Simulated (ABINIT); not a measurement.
The system is MoS2.

```
Mo S
1.0
     3.22746    0.00000    0.00000
    -1.61373    2.79507    0.00000
     0.00000    0.00000    6.31247
Mo S
1 2
Direct
  0.00000 0.00000 0.50000
  0.66667 0.33333 0.74468
  0.33333 0.66667 0.25532
```

Measurements of this composition are mostly on another form, of space group No. 194.

```yaml
Program: ABINIT 10.8.3 (patched build)
Task: relaxation of cell and atoms
Functional: r2SCAN
Potentials_or_basis: JTH PAW PBE v2.0
Cutoff: 653 eV
k_mesh: 4 × 4 × 2
Occupations: fermi-dirac, width 0.05 eV
Spin: no spin polarisation
```

At the start: pressure 1.3 GPa; volume 18.98 Å³/atom.

Question: Where does the relaxation end?

Answer: Over 16 steps the energy falls by 8.7 meV/atom and the volume is 18.93 Å³/atom (-0.3 %); space group P-3m1 (No. 164, to 0.05 Å).

The path:
| step | energy change (eV) | largest force (eV/Å) | pressure (GPa) | volume (Å³) |
| --- | --- | --- | --- | --- |
| 1 | 0.0000 | 0.1152 | 1.33 | 56.94 |
| 2 | -0.0054 | 0.1407 | 0.87 | 57.18 |
| 3 | 0.0700 | 1.1889 | 3.56 | 59.26 |
| 4 | -0.0150 | 0.2422 | -0.66 | 57.85 |
| 5 | -0.0177 | 0.2125 | -0.68 | 57.99 |
| 6 | -0.0230 | 0.0550 | -0.17 | 58.42 |
| 7 | -0.0234 | 0.0065 | -0.19 | 58.28 |
| 8 | -0.0236 | 0.0070 | -0.17 | 58.24 |
| 9 | -0.0034 | 0.0259 | 2.00 | 53.12 |
| 10 | -0.0243 | 0.0609 | -0.69 | 57.97 |
| 11 | -0.0244 | 0.0613 | 0.19 | 57.80 |
| 12 | -0.0249 | 0.0107 | -0.15 | 57.73 |
| 13 | -0.0254 | 0.0179 | -0.32 | 57.49 |
| 14 | -0.0260 | 0.0423 | -0.25 | 56.76 |
| 15 | -0.0260 | 0.0074 | -0.16 | 56.85 |
| 16 | -0.0261 | 0.0067 | -0.08 | 56.79 |

Final structure:
```xyz
3
Lattice="3.2845 0.0000 0.0000 -1.6422 2.8445 0.0000 0.0000 0.0000 6.0791" Properties=species:S:1:pos:R:3 pbc="T T T"
Mo    0.0000    0.0000    3.0395
S     1.6422    0.9482    4.5475
S     0.0000    1.8963    1.5316
```

Caveat: the k mesh is coarse (spacing up to 0.56 Å⁻¹), so the values aren't converged; the PAW data sets were made with another functional, which shifts forces and pressure a little.
